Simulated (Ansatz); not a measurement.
**CuO (Tenorite): equation of state with RPBE+D4**

CuO (Tenorite):

```
Cu O
1.0
     2.34185   -1.71130    0.00000
     2.34185    1.71130    0.00000
    -0.85003    0.00000    5.05787
Cu O
2 2
Direct
  0.50000 0.00000 0.50000
  0.00000 0.50000 0.00000
  0.41840 0.58160 0.75000
  0.58160 0.41840 0.25000
```

```yaml
Program: Ansatz 0.2.0
Task: equation of state
Functional: RPBE
Dispersion: D4
Potentials_or_basis: Ansatz PAW
Cutoff: 420 eV
Density_cutoff: 1680 eV
k_mesh: 10 × 10 × 5
Occupations: fermi-dirac, width 0.05 eV
Spin: no spin polarisation
```

```
Equilibrium volume                        : 10.24 Å³/atom
Bulk modulus at fixed shape and positions : 168 GPa
Pressure derivative of the bulk modulus   : 4.7
```

Energy against volume, from the lowest point:
```tsv
volume (Å³/atom)	energy (meV/atom)
9.527	29.76
9.730	14.47
9.932	4.82
10.135	0.18
10.338	0.00
10.540	3.83
10.743	11.22
```

All runs of the series together: 39 s on 2 threads of Arm Neoverse V1 (shared host).

Caveat: the potentials were made for another functional, which shifts forces and pressure; the cell was scaled at fixed shape and fractional positions, which overstates the stiffness of a crystal with free parameters, most of all of layers and chains; the run has no spin polarisation, though such a crystal can be magnetic.
